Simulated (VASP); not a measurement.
# Ba (Pm-3m) in VASP: further runs

Runs on Ba. Level: PBE. Tasks: single point.

All numbers are computed with VASP 6.6.1; they aren't measurements. Logs are shortened: lines on timing, memory, paths and dates and some standing lists are left out, and cuts for length are marked.

## (1) The crystal as given

The structure is cubic, space group Pm-3m (No. 221). Conventional cell: a = 3.918 Å, b = 3.918 Å, c = 3.918 Å, α = 90.00°, β = 90.00°, γ = 90.00°. Ba (site symmetry m-3m) has 6 Ba at 3.92 Å as nearest neighbours.

This isn't the form of Ba at room conditions, which is bcc.

## (2) Single point, PBE

Contents of INCAR:

```
PREC = Accurate
ENCUT = 450
EDIFF = 1E-6
ISMEAR = 1
SIGMA = 0.2
LREAL = F
LASPH = T
NELM = 100
ALGO = Normal
ISIF = 2
LWAVE = F
LCHARG = F
GGA = PE
ADDGRID = F
```

Contents of KPOINTS:

```
regular mesh
0
Gamma
  6 6 6
```

Contents of POSCAR:

```
Ba
1.0
    3.9177175405      0.0000000000      0.0000000000
    0.0000000000      3.9177175405      0.0000000000
    0.0000000000      0.0000000000      3.9177175405
Ba
1
Direct
    0.0000000000      0.0000000000      0.0000000000
```

Potentials or basis: VASP PAW PBE potentials, release 64 (Ba_sv).

Launch:

```
> cat potpaw_PBE.64/Ba_sv/POTCAR > POTCAR
> mpirun -np 1 vasp_std > vasp.out
```

OUTCAR:

```text
PREC = Accurate
   ENCUT = 450
   EDIFF = 1E-6
   ISMEAR = 1
   LREAL = F
   LASPH = T
   NELM = 100
   ISIF = 2
   GGA = PE

 Found     20 irreducible k-points:

 Following reciprocal coordinates:
            Coordinates               Weight
  0.000000  0.000000  0.000000      1.000000
  0.166667  0.000000  0.000000      6.000000
  0.333333  0.000000  0.000000      6.000000
  0.500000  0.000000  0.000000      3.000000
  0.166667  0.166667  0.000000     12.000000
  0.333333  0.166667  0.000000     24.000000
   k-points           NKPTS =     20   k-points in BZ     NKDIM =     20   number of bands    NBANDS=      9
   number of dos      NEDOS =    301   number of ions     NIONS =      1
   total plane-waves  NPLWV =  21952
   dimension x,y,z NGX =    28 NGY =   28 NGZ =   28
   dimension x,y,z NGXF=    56 NGYF=   56 NGZF=   56
   ions per type =               1
   NGX,Y,Z   is equivalent  to a cutoff of  11.88, 11.88, 11.88 a.u.
   NGXF,Y,Z  is equivalent  to a cutoff of  23.76, 23.76, 23.76 a.u.
 SYSTEM =  unknown system
   PREC   = accura    normal or accurate (medium, high low for compatibility)
   ISTART =      0    job   : 0-new  1-cont  2-samecut
   ICHARG =      2    charge: 1-file 2-atom 10-const
   ISPIN  =      1    spin polarized calculation?
   LNONCOLLINEAR =      F non collinear calculations
   LSORBIT =      F    spin-orbit coupling
   LASPH  =      T    aspherical Exc in radial PAW
   ENCUT  =  450.0 eV  33.07 Ry    5.75 a.u.   6.78  6.78  6.78*2*pi/ulx,y,z
   NELM   =    100;   NELMIN=  2; NELMDL= -5     # of ELM steps
   EDIFF  = 0.1E-05   stopping-criterion for ELM
   LREAL  =      F    real-space projection
   EDIFFG = 0.1E-04   stopping-criterion for IOM
   NSW    =      0    number of steps for IOM
   IBRION =     -1    ionic relax: 0-MD 1-quasi-New 2-CG
   NFREE  =      0    steps in history (QN), initial steepest desc. (CG)
   ISIF   =      2    stress and relaxation
   ISYM   =      2    0-nonsym 1-usesym 2-fastsym
   POTIM  = 0.5000    time-step for ionic-motion
   TEBEG  =    0.0;   TEEND  =   0.0 temperature during run
   PSTRESS=    0.0 pullay stress
   NELECT =      10.0000    total number of electrons
   NUPDOWN=      -1.0000    fix difference up-down
   EMIN   =  10.00;   EMAX   =-10.00  energy-range for DOS
   EFERMI =   0.00;   METHOD = LEGACY
   ISMEAR =     1;   SIGMA  =   0.20  broadening in eV -4-tet -1-fermi 0-gaus
   EFERMI_NEDOS =   21; number of points for ismear=-14 and -15
   IALGO  =     38    algorithm
   IMIX   =      4    mixing-type and parameters
     AMIX     =   0.40;   BMIX     =  1.00
     AMIX_MAG =   1.60;   BMIX_MAG =  1.00
  volume/ion in A,a.u.               =      60.13       405.78
  Fermi-wavevector in a.u.,A,eV,Ry     =   0.900275  1.701272 11.027448  0.810495
  Thomas-Fermi vector in A             =   2.023212
   LORBIT       =      0    0 simple, 1 ext, 2 COOP (PROOUT), +10 PAW based schemes
   GGA     = PE    functional components
   LHFCALC =     F    Hartree Fock is set to
   AEXX    =    0.0000 exact exchange contribution
   IVDW    =     0    specifies the selected vdW correction
   LEPSILON=     F    determine dielectric tensor
   LRPA    =     F    only Hartree local field effects (RPA)
 non-spin polarized calculation
 Methfessel and Paxton  Order N= 1 SIGMA  =   0.20
  energy-cutoff  :      450.00
  volume of cell :       60.13
 maximum number of plane-waves:      1328
 NGX is ok and might be reduce to    28
   NGX = 13   NGY = 13   NGZ = 13

 number of electron      10.0000000 magnetization

 number of electron       9.9999999 magnetization

 Free energy of the ion-electron system (eV)
  ---------------------------------------------------
  ext. energy  EPLUGINS =         0.00000000
  ---------------------------------------------------
  free energy    TOTEN  =        -1.58655379 eV

  energy without entropy =       -1.59200689  energy(sigma->0) =       -1.58837149

 E-fermi :   1.8461     XC(G=0):  -7.5408

 val. band max:        1.8214688917   @ k =   0.5000   0.1667   0.1667
 cond. band min:       1.8948712632   @ k =   0.1667   0.0000   0.0000
 fundamental gap:      0.0734023715
 Fermi energy:         1.8460522458

 k-point     1 :       0.0000    0.0000    0.0000
  band No.  band energies     occupation
      1     -27.3878      2.00000
      2     -12.2016      2.00000
      3     -12.2016      2.00000
      4     -12.2016      2.00000
      5      -0.8507      2.00000
      6       1.7667      1.61670
      7       1.7667      1.61670
      8       6.7176      0.00000
      9       6.7176      0.00000

 k-point     2 :       0.1667    0.0000    0.0000
  band No.  band energies     occupation
      1     -27.3717      2.00000
      2     -12.4064      2.00000
      3     -12.1839      2.00000
      4     -12.1839      2.00000
      5      -0.4493      2.00000
      6       1.8949      0.60019
      7       2.1900     -0.03537
      8       5.8477      0.00000
      9       5.8477      0.00000

 k-point     3 :       0.3333    0.0000    0.0000
  band No.  band energies     occupation
      1     -27.3392      2.00000
      2     -12.7849      2.00000
      3     -12.1480      2.00000
      4     -12.1480      2.00000
      5       0.4268      2.00000
      6       2.1859     -0.03717
      7       2.7883     -0.00000
      8       4.7991     -0.00000
      9       4.7991     -0.00000

 k-point     4 :       0.5000    0.0000    0.0000
  band No.  band energies     occupation
      1     -27.3228      2.00000
      2     -12.9612      2.00000
      3     -12.1299      2.00000
      4     -12.1299      2.00000
      5       1.0594      2.00000
      6       2.3547     -0.00191
      7       2.5794     -0.00000
      8       4.4058     -0.00000
      9       4.4058     -0.00000

 k-point     5 :       0.1667    0.1667    0.0000
  band No.  band energies     occupation
      1     -27.3557      2.00000
      2     -12.3959      2.00000
      3     -12.3754      2.00000
      4     -12.1664      2.00000
      5      -0.0570      2.00000
      6       2.1506     -0.05326
      7       2.4845     -0.00006
      8       4.9061     -0.00000
      9       5.7813     -0.00000

 k-point     6 :       0.3333    0.1667    0.0000
  band No.  band energies     occupation
      1     -27.3235      2.00000
      2     -12.7595      2.00000
      3     -12.3435      2.00000
      4     -12.1310      2.00000
      5       0.7764      2.00000
      6       2.3527     -0.00199
      7       2.8951     -0.00000
      8       4.4134     -0.00000
      9       4.9015     -0.00000

 [... further k-points ...]
[... 5 lines left out ...]
  --------------------------------------------------------------------------------------
  -------------------------------------------------------------------------------------
  Total        0.0711167      0.0711167      0.0711167      0.0000000     -0.0000000     -0.0000000
  in kB        1.8948842      1.8948842      1.8948842      0.0000000     -0.0000000     -0.0000000
  external PRESSURE =       1.8948842 kB  Pullay stress =       0.0000000 kB

 VOLUME and BASIS-vectors are now :
 -----------------------------------------------------------------------------
  energy-cutoff  :      450.00
  volume of cell :       60.13
      direct lattice vectors                 reciprocal lattice vectors
     3.917717540  0.000000000  0.000000000     0.255250663  0.000000000  0.000000000
     0.000000000  3.917717540  0.000000000     0.000000000  0.255250663  0.000000000
     0.000000000  0.000000000  3.917717540     0.000000000  0.000000000  0.255250663

 POSITION                                       TOTAL-FORCE (eV/Angst)
 -----------------------------------------------------------------------------------
      0.00000      0.00000      0.00000         0.000000      0.000000      0.000000
 -----------------------------------------------------------------------------------
    total drift:                               -0.000000     -0.000000     -0.000000

  FREE ENERGIE OF THE ION-ELECTRON SYSTEM (eV)
  ---------------------------------------------------
  free  energy   TOTEN  =        -1.5865537861 eV

  energy  without entropy=       -1.5920068860  energy(sigma->0) =       -1.58837149
```

OSZICAR:

```text
N       E                     dE             d eps       ncg     rms          rms(c)
DAV:   1     0.532126248865E+02    0.53213E+02   -0.40432E+03   360   0.827E+02
DAV:   2     0.611520573293E+00   -0.52601E+02   -0.52033E+02   419   0.148E+02
DAV:   3    -0.154307587541E+01   -0.21546E+01   -0.21428E+01   443   0.332E+01
DAV:   4    -0.158712775115E+01   -0.44052E-01   -0.44035E-01   538   0.445E+00
DAV:   5    -0.158770795231E+01   -0.58020E-03   -0.58021E-03   510   0.293E-01    0.199E+00
DAV:   6    -0.158611047069E+01    0.15975E-02   -0.67727E-03   458   0.834E-01    0.117E+00
DAV:   7    -0.158623121756E+01   -0.12075E-03   -0.15815E-02   434   0.132E+00    0.671E-02
DAV:   8    -0.158655519313E+01   -0.32398E-03   -0.67365E-04   474   0.207E-01    0.224E-02
DAV:   9    -0.158655527719E+01   -0.84060E-07   -0.21098E-05   534   0.337E-02    0.521E-03
DAV:  10    -0.158655421721E+01    0.10600E-05   -0.12134E-06   369   0.116E-02    0.177E-03
DAV:  11    -0.158655378607E+01    0.43114E-06   -0.19682E-07   265   0.524E-03
   1 F= -.15865538E+01 E0= -.15883715E+01  d E =0.545310E-02
```

stdout:

```text
POSCAR found type information on POSCAR Ba
 POSCAR found :  1 types and       1 ions
 scaLAPACK will be used
 LDA part: xc-table for (Slater+PW92), standard interpolation
 POSCAR, INCAR and KPOINTS ok, starting setup
 FFT: planning ... GRIDC
 FFT: planning ... GRID_SOFT
 FFT: planning ... GRID
 WAVECAR not read
 entering main loop
```

Run time: 6.6 s. Hardware: 1 thread of Intel Xeon Platinum 8259CL at 2.50GHz (Skylake/Cascade Lake), shared host; peak memory 0.15 GiB.

The run converged, but some of its settings lie outside the range that counts as converged, so its numbers aren't taken as properties of the crystal.

What came out:

```yaml
Free_energy: -1.5866 eV
Pressure: 0.2 GPa
Band_gap_on_the_k_mesh: none (metal or under the smearing width)
```

## (3) Single point, PBE

INCAR is that of step 2.

KPOINTS is that of step 2.

Contents of POSCAR:

```
Ba
1.0
    3.9784390000     -0.0454340000      0.0410850000
   -0.0454340000      3.9110040000      0.0402290000
    0.0410850000      0.0402290000      3.8659060000
Ba
1
Direct
   -0.0007550000      0.0095990000     -0.0077320000
```

Potentials or basis: VASP PAW PBE potentials, release 64 (Ba_sv).

Launch:

```
> cat potpaw_PBE.64/Ba_sv/POTCAR > POTCAR
> mpirun -np 1 vasp_std > vasp.out
```

Run time: 26 s. Hardware: 1 thread of Intel Xeon Platinum 8259CL at 2.50GHz (Skylake/Cascade Lake), shared host; peak memory 0.19 GiB.

The run converged, but some of its settings lie outside the range that counts as converged, so its numbers aren't taken as properties of the crystal.

What came out:

* Free energy: -1.5844 eV
* Pressure: 0.2 GPa
* Band gap on the k mesh: none (metal or under the smearing width)

## (4) Single point, PBE

Edit INCAR of step 3 so:

```diff
@@ -1,3 +1,3 @@
 PREC = Accurate
-ENCUT = 450
+ENCUT = 550
 EDIFF = 1E-6
```

KPOINTS is that of step 3.

Contents of POSCAR:

```
Ba
1.0
    3.9177175405      0.0000000000      0.0000000000
    0.0000000000      3.9177175405      0.0000000000
    0.0000000000      0.0000000000      3.9177175405
Ba
1
Direct
    0.0000000000      0.0000000000      0.0000000000
```

Launch:

```
> cat potpaw_PBE.64/Ba_sv/POTCAR > POTCAR
> mpirun -np 1 vasp_std > vasp.out
```

Wall time 8.2 s (1 thread of Intel Xeon Platinum 8259CL at 2.50GHz (Skylake/Cascade Lake), shared host); peak memory 0.17 GiB.

These settings aren't checked as converged: the numbers below hold their error.

What came out:

```yaml
Free_energy: -1.5868 eV
Pressure: 0.2 GPa
Band_gap_on_the_k_mesh: none (metal or under the smearing width)
```
